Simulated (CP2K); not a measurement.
## ZrS2 under changes of volume

One of the cells (23.763 Å³/atom); the others are scaled copies at fixed shape and fractional positions:

```xyz
3
Lattice="3.6914 0.0000 0.0000 -1.8457 3.1968 0.0000 0.0000 0.0000 6.0411" Properties=species:S:1:pos:R:3 pbc="T T T"
Zr    0.0000    0.0000    0.0000
S     0.0000    2.1312    1.4372
S     1.8457    1.0656    4.6038
```

The cell is a database's computed one.

| Property | Result |
| --- | --- |
| Program | CP2K 2026.2 |
| Functional | PBEsol |
| Potentials or basis | POTENTIAL_UZH Zr GTH-PBE-q12, S GTH-PBE-q6; TZVP-MOLOPT-PBE-GTH basis |
| Density cutoff | 6123 eV |
| k mesh | 8 × 8 × 5 |
| Occupations | fermi-dirac, width 0.05 eV |
| Spin | no spin polarisation |

| volume (Å³/atom) | energy over the lowest point (meV/atom) | pressure (GPa) | gap on the mesh (eV) | largest force (eV/Å) |
| --- | --- | --- | --- | --- |
| 22.337 | 12.52 | 4.3 | 0.94 | 0.796 |
| 22.813 | 3.06 | 2.1 | 0.95 | 0.517 |
| 23.288 | 0.00 | 0.0 | 0.96 | 0.258 |
| 23.763 | 2.70 | -1.8 | 0.98 | 0.017 |
| 24.238 | 10.59 | -3.5 | 0.99 | 0.207 |
| 24.714 | 23.16 | -5.0 | 0.99 | 0.415 |
| 25.189 | ? | ? | ? | ? |

What does the run at 25.189 Å³/atom give?

Energy over the lowest point 39.95 meV/atom; pressure -6.3 GPa; gap on the mesh 1.00 eV; largest force 0.609 eV/Å.

Worked out: A Birch-Murnaghan fit of order 3 (a polynomial in V^(-2/3)) to the other rows has its minimum at 23.29 Å³/atom with B0 = V·E''(V) = 95 GPa and B' = 4.1 at fixed shape and positions, which overstates the stiffness. It gives 39.92 meV/atom at 25.189 Å³/atom, against the run's 39.95, and -dE/dV = -6.3 GPa, against -6.3. A straight line through the other rows of the gap, of slope 0.552 eV per unit of ln V, extrapolates to 1.01 eV, against the run's 1.00.

Energies are extrapolated to zero smearing.

Caveats: the potentials were made for another functional, which shifts forces and pressure; an odd mesh through Γ misses points on the zone boundary, where band edges often lie; this functional lacks dispersion, which binds the layers, so the pressure and a relaxed spacing across them are unreliable; the basis of atomic orbitals isn't converged, which shifts pressures, moduli and gaps. Spin-orbit coupling on Zr is left out.
